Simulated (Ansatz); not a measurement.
**HfO2 (CdI2 type): a single-point run**

The task is a single-point run on HfO2 (CdI2 type). The structure is shown as the input types it.

Computed with Ansatz 0.2.0 (Kohn-Sham DFT, with the functional, basis and potentials that each input names (as first typed), unless a step's input says otherwise).

## 1. The structure to begin with

Symmetry: P-3m1, No. 164, trigonal system. Conventional cell: a = 3.252 Å, b = 3.252 Å, c = 5.602 Å, α = 90.00°, β = 90.00°, γ = 120.00°. Around Hf (site symmetry -3m) lie 6 O at 2.11 Å. Around O (site symmetry 3m) lie 3 Hf at 2.11 Å.

As a file:

```cif
data_structure
_symmetry_space_group_name_H-M 'P-3m1'
_symmetry_Int_Tables_number 164
_cell_length_a 3.2522
_cell_length_b 3.2522
_cell_length_c 5.6017
_cell_angle_alpha 90.000
_cell_angle_beta 90.000
_cell_angle_gamma 120.000
_cell_volume 51.31
loop_
_atom_site_label
_atom_site_type_symbol
_atom_site_symmetry_multiplicity
_atom_site_Wyckoff_symbol
_atom_site_fract_x
_atom_site_fract_y
_atom_site_fract_z
_atom_site_occupancy
Hf1 Hf 1 a 0.00000 0.00000 0.00000 1
O1 O 2 d 0.33333 0.66667 0.17312 1
```

## 2. Running it

The input, input.yaml:

```yaml
crystal:
  lattice:
    - [3.252211195514, 2.886747970106e-11, 0.0]
    - [-1.626105597782, 2.816497513773, 0.0]
    - [0.0, 0.0, 5.6017024625]
  atoms:
    - { symbol: Hf, position: [0.0, 0.0, 0.0] }
    - { symbol: O, position: [0.3333333333333, 0.6666666666667, 0.1731211689] }
    - { symbol: O, position: [0.6666666666667, 0.3333333333333, 0.8268788311] }
basis:
  ecutwfc: 420
  ecutrho_ratio: 4
kpoints:
  mp_grid: { grid: [12, 12, 6] }
hamiltonian:
  xc: pbe
  hubbard: { sites: [{ species: Hf, l: d, u_eff: 20.0 }] }
scf:
  occupations: { method: gaussian, width: 0.05 }
  max_iter: 75
output:
  forces: true
  stress: true
```

On the command line:

```
ansatz run input.yaml --threads 2 --pin off --max-ram 2662MiB --backend cpu --events-out ev --progress --plain --runs-dir out
```

What it wrote, shortened:

```text
Warning: RAYON_NUM_THREADS=2 ignored (pool sized by the plan → 2); use --threads N
Hf: projections on atomic orbitals take those of the free atom [Kr 4d10] 4f14 5s2 5p6 5d2 6s2, of charge +0.00 (hamiltonian.pseudopotentials.projection_atoms); the dataset's partial waves leave at most 4.9e-5 of an orbital's norm unspanned inside its sphere
O: projections on atomic orbitals take those of the free atom [He] 2s2 2p4, of charge +0.00 (hamiltonian.pseudopotentials.projection_atoms); the dataset's partial waves leave at most 1.9e-8 of an orbital's norm unspanned inside its sphere
[...]
Pseudopotentials: kind: paw
Pseudopotential: Hf, paw, valence charge 26, recommended cutoff 420 eV (normal), Hf.paw.azcp
Pseudopotential: O, paw, valence charge 6, recommended cutoff 420 eV (normal), O.paw.azcp
Functional definition: PBE
[...]
Crystal: 3 atoms, lattice volume = 51.311 Å³
Basis set: ecut = 420 eV, 1039 PW (Γ), exchange–correlation on 48×48×80 points (8 copies of the dense FFT grid, shifted against one another)
Bands: 23, of which v1, the nominal top of the filled ones, is band 19 counted from 1 (18 counted from 0)
Symmetry: 12 space group operations
Space group: P-3m1 (ITA 164), of the structure as read, at distance tolerance 3.7e-5 Å
k-points: 100 of 864
[...]
SCF iter   1: F=—  HF=-16847.448499 eV  |F-HF|=—  |Δ(HF+E_count)|=         —  Δρ=8.47e-2  dr2=3.57e0  ethr=3.10e-3  ⟨swp⟩=5.9  Hψ=9485  notcnv=0
[...]
SCF iter   9: F=-16847.408536 eV  HF=-16847.408536 eV  |F-HF|=4.46e-8  |Δ(HF+E_count)|=   5.78e-7  Δρ=1.06e-5  dr2=4.67e-8  ethr=2.63e-10  ⟨swp⟩=6.0  Hψ=10586  notcnv=0
[...]
SCF converged after 9 iterations
Free energy (F): -16847.408536 eV
[...]
E sigma→0 (E₀):  -16847.408536 eV
Fermi energy:    10.543804 eV
[...]
--- Forces (eV/Å), atoms counted from 1 ---
  atom   1  Hf    -0.00000000    -0.00000000     0.00000000
  atom   2  O      0.00000000    -0.00000000     0.81982354
  atom   3  O     -0.00000000    -0.00000000    -0.81982354
[...]
--- Stress (GPa, compression-positive) ---
       34.172266       0.000000       0.000000
        0.000000      34.172266      -0.000000
        0.000000      -0.000000       5.402872
  P = ⅓ Tr σ = 24.5825 GPa (245.825 kbar)
Occupation matrices written to <dir>
```

It took 4.9 s on 2 threads of Arm Neoverse V2, shared host; peak memory 0.45 GiB.

## 3. Can this be trusted?

The program finished normally. It gives a pressure of 25 GPa, which is large; a structure far from rest gives such values too, whatever the setting.

Look at the input: hamiltonian.hubbard.sites is [{species: Hf, l: d, u_eff: 20.0}]. The Hubbard parameter is far from any physical value.

Run again and compare: delete hamiltonian.hubbard.sites.

## 4. A check with that setting changed

Level of this run: DFT PBE, scalar-relativistic, plane waves, PAW.

Besides the cure, the input differs in scf.max_iter, kpoints.band_path, scf.n_extra_bands, output requests.

The input, input.yaml:

```yaml
crystal:
  lattice:
    - [3.2522111955, 0.0, 0.0]
    - [-1.6261055978, 2.8164975138, 0.0]
    - [0.0, 0.0, 5.6017024625]
  atoms:
    - { symbol: Hf, position: [0.0, 0.0, 0.0] }
    - { symbol: O, position: [0.3333333333, 0.6666666667, 0.1731211689] }
    - { symbol: O, position: [0.6666666667, 0.3333333333, 0.8268788311] }
basis:
  ecutwfc: 420
  ecutrho_ratio: 4
kpoints:
  mp_grid: { grid: [12, 12, 6] }
  band_path:
    path:
      - [[0.0, 0.0, 0.0], [0.5, 0.0, 0.0], [0.33333333, 0.33333333, 0.0], [0.0, 0.0, 0.0], [0.0, 0.0, 0.5], [0.5, 0.0, 0.5], [0.33333333, 0.33333333, 0.5], [0.0, 0.0, 0.5]]
      - [[0.5, 0.0, 0.5], [0.5, 0.0, 0.0]]
      - [[0.33333333, 0.33333333, 0.5], [0.33333333, 0.33333333, 0.0]]
    npoints: 14
hamiltonian:
  xc: pbe
scf:
  occupations: { method: gaussian, width: 0.05 }
  n_extra_bands: 12
output:
  forces: true
  stress: true
  eigenvalues: true
  populations: true
  dos: { projected: true, de: 0.02, nscf_kmesh: { grid: [18, 18, 9] } }
  bader: true
  write_density: true
  write_potential: true
  elf: true
  volumetric_format: npy
```

On the command line:

```
ansatz run input.yaml --threads 2 --pin off --max-ram 2662MiB --backend cpu --events-out ev --progress --plain --runs-dir out
```

From the output:

```text
[...]
Basis set: ecut = 420 eV, 1039 PW (Γ), exchange–correlation on 48×48×80 points (8 copies of the dense FFT grid, shifted against one another)
[...]
k-points: 100 of 864
[...]
SCF iter   1: F=—  HF=-16860.999291 eV  |F-HF|=—  |Δ(HF+E_count)|=         —  Δρ=2.03e-3  dr2=1.81e-3  ethr=1.77e-3  ⟨swp⟩=6.0  Hψ=13037  notcnv=0  defer=89
preconditioner: auto → Resta (q_TF=auto, 2.595 Å⁻¹)  ε∞=2.8  [insulator: Δε(μ)=4.755 eV  Ē_g=22.985 eV  σ=0.050 eV  W_gap=1.00  n_scr=22 (ndim 8)  ℏωp=31.1 eV  f_vac=0.328  D(μ)=0.00/eV (n_scr^D=0)  ε∞_Penn≈2.8]
SCF iter   2: F=—  HF=-16860.999180 eV  |F-HF|=—  |Δ(HF+E_count)|=   1.11e-4  Δρ=1.03e-3  dr2=4.95e-4  ethr=4.77e-6  ⟨swp⟩=2.0  Hψ=5706  notcnv=0  defer=296
[...]
SCF iter   6: F=—  HF=-16860.999363 eV  |F-HF|=—  |Δ(HF+E_count)|=   4.49e-8  Δρ=1.49e-5  dr2=1.08e-7  ethr=2.09e-9  ⟨swp⟩=2.0  Hψ=4350  notcnv=0  defer=296
SCF iter   7: F=-16860.999363 eV  HF=-16860.999363 eV  |F-HF|=1.95e-8  |Δ(HF+E_count)|=   8.99e-9  Δρ=6.24e-6  dr2=1.54e-8  ethr=2.63e-10  ⟨swp⟩=14.6  Hψ=22296  notcnv=0
[...]
SCF converged after 7 iterations
Free energy (F): -16860.999363 eV
[...]
E sigma→0 (E₀):  -16860.999363 eV
Fermi energy:    9.146423 eV
[...]
  P = ⅓ Tr σ = 0.0045 GPa (0.045 kbar)
[...]
```

It took 24 s on 2 threads of Arm Neoverse V2, shared host; peak memory 0.5 GiB.

Density in a lattice plane of the grid's cell (edges 3.25 and 5.60 Å, at 0.000 of the third edge), which holds Hf.

Ten even steps from ' ' (0.00 e/Å³) to '@' (35.50 e/Å³):
```
##++::                  ::++
::::..                  ..::
                            
                            
                            
                            
                            
                            
                            
                            
                            
                            
                            
                            
                            
                            
                            
::::..                  ..::
##++::                  ::++
@@##==..              ..==##
```
Columns run along the first of these edges and rows up along the second, over one cell in 14 and 20 even steps from the bottom left corner. Atoms in the plane (fractional): Hf at (0.00, 0.00).

ELF in the same plane.

Ten even steps from '0' (0.00) to '9' (0.84):
```
99972122212799
99841245421489
65311467641135
11013678763101
00013677763100
00013455543100
00001233321000
00000011100000
00000000000000
00000000000000
00000000000000
00000011100000
00001233321000
00013455543100
00013677763100
11013678763101
65311467641135
99841245421489
99972122212799
89983011103899
```
Columns run along the first of these edges and rows up along the second, over one cell in 14 and 20 even steps from the bottom left corner. Atoms in the plane (fractional): Hf at (0.00, 0.00).

Both are smooth fields of the valence electrons: close to the nuclei they are not physical.

Outside the cores ELF peaks at 0.85 in the shell around O, 0.6 Å from O.

```csv
run,ending,energy change,pressure (GPa),gap (eV),force (eV/Å),cycles,time
first try,converged,+4.53 eV/atom (U changed: no physical gain or loss),24.6,4.78,0.82,9,4.9 s
second try,converged,0,0.0,4.76,0.00,7,24 s
```

## 5. Summary of results

```
                           quantity                    value
                          first try  converged, 9 SCF cycles
                 fault in the input             unphysical U
                         second try  converged, 7 SCF cycles
energy (zero set by the potentials)           -16860.9994 eV
                           pressure                 0.00 GPa
                    gap on the mesh                  4.76 eV
                      largest force               0.001 eV/Å
```

Both runs converge, but their results differ; on mending, the pressure goes from 24.6 to 0.0 GPa, the largest force goes from 0.82 to 0.00 eV/Å. Only the second answers the question as it was meant. The gap of the reference lacks spin-orbit coupling, though the cell holds Hf.
